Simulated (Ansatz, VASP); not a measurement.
This is a calculation of Fe for Ansatz 0.2.0. 

The input input.yaml:

```yaml
crystal:
  lattice:
    - [-1.443, 1.443, 1.443]
    - [1.443, -1.443, 1.443]
    - [1.443, 1.443, -1.443]
  atoms:
    - { symbol: Fe, position: [0.0, 0.0, 0.0], spin: 3.0 }
hamiltonian:
  xc: blyp
  pseudopotentials: { kind: paw }
  dispersion: d3bj
magnetization:
  spin_polarized: true
kpoints:
  mp_grid: { grid: [13, 13, 13] }
scf:
  occupations: { method: fermi_dirac, width: 0.05 }
output:
  forces: true
  stress: true
  eigenvalues: true
relax:
  f_tol: 0.01
  max_steps: 40
  cell: { stress_tol: 0.05 }
```

Potentials or basis: Ansatz PAW.

Launch:

```console
$ ansatz run input.yaml --threads 2 --pin off --max-ram 5632MiB --backend cpu --events-out ev --progress --plain --runs-dir out
```

Set up the same calculation for VASP 6.6.1. Potentials or basis there: PBE PAW files Fe, 600 eV.

As run (cutoffs and basis follow the program's own potentials, and thresholds, step limits or extra output files can differ):

INCAR

```
PREC = Accurate ; ENCUT = 600
EDIFF = 1E-6 ; ISMEAR = -1
SIGMA = 0.05 ; LREAL = False
LASPH = True ; NELM = 100
ALGO = Normal ; ISIF = 3
LWAVE = False ; LCHARG = False
ISPIN = 2 ; MAGMOM = 3
LORBIT = 11 ; LMAXMIX = 4
GGA = B5 ; ALDAX = 1.0
AGGAX = 1.0 ; AGGAC = 1.0
ALDAC = 0.0 ; IVDW = 12
VDW_S6 = 1.0 ; VDW_S8 = 2.6996
VDW_A1 = 0.4298 ; VDW_A2 = 4.2359
IBRION = 2 ; NSW = 60
EDIFFG = -0.02
```

The input KPOINTS:

```
regular mesh
0
Gamma
  13 13 13
```

File POSCAR:

```
Fe
1.0
   -1.4430000000      1.4430000000      1.4430000000
    1.4430000000     -1.4430000000      1.4430000000
    1.4430000000      1.4430000000     -1.4430000000
Fe
1
Direct
    0.0000000000      0.0000000000      0.0000000000
```

Potentials or basis: VASP PAW PBE potentials, release 64 (Fe).

The run is started by

```sh
$ cat potpaw_PBE.64/Fe/POTCAR > POTCAR
$ mpirun -np 1 vasp_std > vasp.out
```

Both were run:

|  | Ansatz | VASP |
| --- | --- | --- |
| Relaxed volume | 11.09 Å³/atom | 11.10 Å³/atom |
| Relaxed cell | a = 2.433 Å, b = 2.433 Å, c = 2.433 Å, α = 109.47°, β = 109.47°, γ = 109.47° | a = 2.434 Å, b = 2.434 Å, c = 2.434 Å, α = 109.47°, β = 109.47°, γ = 109.47° |
| Space group after relaxing | Im-3m (No. 229) | Im-3m (No. 229) |
| Pressure after relaxing | 0.0 GPa | -0.1 GPa |
| Net moment | 2.08 μB per cell | 2.08 μB per cell |

Ansatz's pressure holds a Pulay term of +0.13 GPa for its cutoff of 420 eV, which the other run lacks.

The potentials hold 16 and 8 valence electrons a cell.

Ansatz's potentials were made for PBE. VASP's potentials were made for PBE.

Where Ansatz's input types no cutoff or centring, it takes its own default and a Γ-centred mesh.

The magnetic state is the one that the start led to; the real crystal's order can differ.

Pressure is positive in compression.
